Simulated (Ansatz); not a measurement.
# CaF2 (Fluorite) (Fm-3m) in Ansatz: equation of state

Aim: energy against volume of CaF2 (Fluorite) in PBEsol, for its equilibrium volume and stiffness.

All numbers are computed with Ansatz 0.2.0; they aren't measurements. Logs are shortened: lines on timing, memory, paths and dates and some standing lists are left out, and cuts for length are marked.

## 1. Starting point

Symmetry: Fm-3m, No. 225, cubic system. Conventional cell: a = 5.462 Å, b = 5.462 Å, c = 5.462 Å, α = 90.00°, β = 90.00°, γ = 90.00°. Ca (site symmetry m-3m) is surrounded by 8 F at 2.37 Å. F (site symmetry -43m) has 4 Ca at 2.37 Å as nearest neighbours.

## 2. Equation of state, PBEsol

Potentials or basis: all-electron LAPW, scalar-relativistic.

This step only gathers the single runs of the series.

Results:

```
Equilibrium volume                      : 13.27 Å³/atom
Bulk modulus                            : 87 GPa
Pressure derivative of the bulk modulus : 4.6
```

Energy against volume, from the lowest point:
```tsv
volume (Å³/atom)	energy (meV/atom)
12.764	5.60
13.036	1.14
13.308	0.00
13.579	1.82
13.851	6.29
14.122	13.11
14.394	22.04
```
